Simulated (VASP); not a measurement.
A run of VASP 6.6.1 is set up as follows.

The input INCAR:

```
SYSTEM = Bi
  PREC = Accurate
  ENCUT = 520
  EDIFF = 1E-6
  ISMEAR = 0
  SIGMA = 0.1
  LREAL = .FALSE.
  LASPH = .TRUE.
  NELM = 60
  ALGO = Normal
  ISIF = 2
  LWAVE = .FALSE.
  LCHARG = .FALSE.
  GGA = PS
```

Contents of KPOINTS:

```
Automatic mesh
0
G
  12 12 12
  0 0 0
```

POSCAR

```
Bi
1.0
    2.2675000000      1.3091417400      3.9380000000
   -2.2675000000      1.3091417400      3.9380000000
    0.0000000000     -2.6182834700      3.9380000000
Bi
2
Direct
    0.2340000000      0.2340000000      0.2340000000
    0.7660000000      0.7660000000      0.7660000000
```

Potentials or basis: VASP PAW PBE potentials, release 64 (Bi_d).

Run with:

```bash
$ cat potpaw_PBE.64/Bi_d/POTCAR > POTCAR
$ mpirun -np 1 vasp_std > vasp.out
```

(1) Estimate the band gap on the k mesh.

(2) What does it give for the pressure?

(3) Predict the largest force.

## Answers

(1) none (metal or under the smearing width).

(2) -0.3 GPa.

(3) 0.161 eV/Å.

Caveat: the PAW data sets were made with another functional, which shifts forces and pressure a little; spin-orbit coupling is left out, which moves the levels of the heavy elements.
